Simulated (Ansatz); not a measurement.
# CoO in Ansatz: the effect of starting spin order

The system is CoO.

```
Co O
1.0
     2.85630    0.00000    0.00000
    -1.42815    2.47363    0.00000
     0.00000    0.00000    2.78761
Co O
1 1
Direct
  0.00000 0.00000 0.00000
  0.66667 0.33333 0.50000
```

Measurements of this composition are mostly on another form, of space group No. 225.

Alike in all runs:

| Item | Value |
| --- | --- |
| Program | Ansatz 0.2.0 |
| Task | single point |
| Functional | PBE |
| Potentials or basis | Ansatz PAW |
| Cutoff | 420 eV (not typed: the program's choice for these potentials) |
| k mesh | 11 × 11 × 10 |
| Occupations | fermi-dirac, width 0.05 eV |

Question: One run gave: energy over the lowest run 331.5 meV/atom; final net moment 0.00 μB; final largest site moment 0.00 μB. Which starting spin order did it use?
A. spin off
B. ferromagnetic start, larger moments
C. fm
D. random

Answer: A.

```tsv
starting spin order	spin	starting moments	energy over the lowest run (meV/atom)	final net moment (μB)	final largest site moment (μB)
spin off	no spin polarisation	-	331.5	0.00	0.00
fm	collinear spin, ferromagnetic start	[2.0, 0.0] μB	0.0	3.00	2.52
random	collinear spin, random start	[1.71, 0.0] μB	0.0	3.00	2.52
ferromagnetic start, larger moments	collinear spin, ferromagnetic start	[3.5, 0.0] μB	0.0	3.00	2.52
```

Caveats: a cell with one magnetic atom can't hold antiferromagnetic order, which such compounds often take (some runs); an odd number of electrons without spin polarisation forces a metal (some runs); a magnetic or distorted state may lie lower (some runs).
